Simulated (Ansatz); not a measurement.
Runs of Ansatz 0.2.0 on Cs2AgBiBr6. The structure is cubic, space group Fm-3m (No. 225). Conventional cell: a = 11.232 Å, b = 11.232 Å, c = 11.232 Å, α = 90.00°, β = 90.00°, γ = 90.00°. Bi (site symmetry m-3m) has 6 Br at 2.81 Å as nearest neighbours. Cs (site symmetry -43m) is surrounded by 12 Br at 3.97 Å. Ag (site symmetry m-3m) has 6 Br at 2.80 Å as nearest neighbours. Br (site symmetry 4mm) is surrounded by 1 Ag at 2.80 Å and 1 Bi at 2.81 Å. 

| task | level | U | cell | k mesh | cutoff (eV) | smearing | level | run kind | points for each segment of the path | hubbard projectors | double counting | gap on the mesh (eV) | pressure (GPa) | relaxed volume (Å³/atom) | largest force (eV/Å) |
| --- | --- | --- | --- | --- | --- | --- | --- | --- | --- | --- | --- | --- | --- | --- | --- |
| relaxation of cell and atoms | BLYP | - | relaxed | 3 × 3 × 3 | 420 | fermi-dirac 0.05 eV | - | - | - | - | - | 1.94 | 0.0 | 40.73 | - |
| relaxation of cell and atoms | revPBE | - | relaxed | 3 × 3 × 3 | 420 | fermi-dirac 0.05 eV | - | - | - | - | - | (b) | 0.0 | 40.27 | - |
| band structure | r2SCAN | - | as given | 4 × 4 × 4 | 500 | fixed | r2scan | scf | - | - | - | (a) | 1.0 | - | 0.24 |
| band structure | LDA+U | Ag d U = 2 eV | as given | 4 × 4 × 4 | 420 | fermi-dirac 0.05 eV | - | - | 10 | ortho-atomic (the default) | fll (the default) | 1.27 | -1.4 | - | 0.27 |
| band structure | PBEsol | - | as given | 4 × 4 × 4 | 420 | fixed | pbesol | scf | - | - | - | 1.17 | 0.0 | - | 0.30 |
| relaxation of cell and atoms | PBEsol | - | relaxed | 4 × 4 × 4 | 420 | fermi-dirac 0.05 eV | - | - | - | - | - | 1.09 | 0.0 | 35.00 | - |
| band structure | PBE0 | - | as given | 4 × 4 × 4 | 420 | fixed | pbe0 | scf | - | - | - | 2.76 | - | - | 0.10 |
| band structure | LDA+U | Ag d U = 4 eV | as given | 4 × 4 × 4 | 420 | fermi-dirac 0.05 eV | - | - | 10 | ortho-atomic (the default) | fll (the default) | (c) | -1.3 | - | 0.23 |

Alike in all rows: potentials or basis Ansatz PAW; no spin polarisation.

Task: Estimate the missing entries.

Result: (a) 1.67; (b) 2.02; (c) 1.39.

Caveats: spin-orbit coupling is left out, which as a rule narrows the gap of such compounds by several tenths of an eV; the PAW data sets come from PBE, with cores solved anew for the run's functional, which leaves a small shift of forces and pressure; the plane-wave basis is chosen anew once the cell has moved, so the energies of steps on either side of that aren't comparable (some runs); the potentials were made for another functional, which shifts forces and pressure (some runs); odd divisions of the mesh miss points on the zone boundary, where band edges often lie, so the gap on the mesh can be too wide (some runs).

A k mesh can miss the band edges, and the runs leave out spin-orbit coupling on Ag, Bi, Br, Cs.

Not every run made on this cell is shown here.
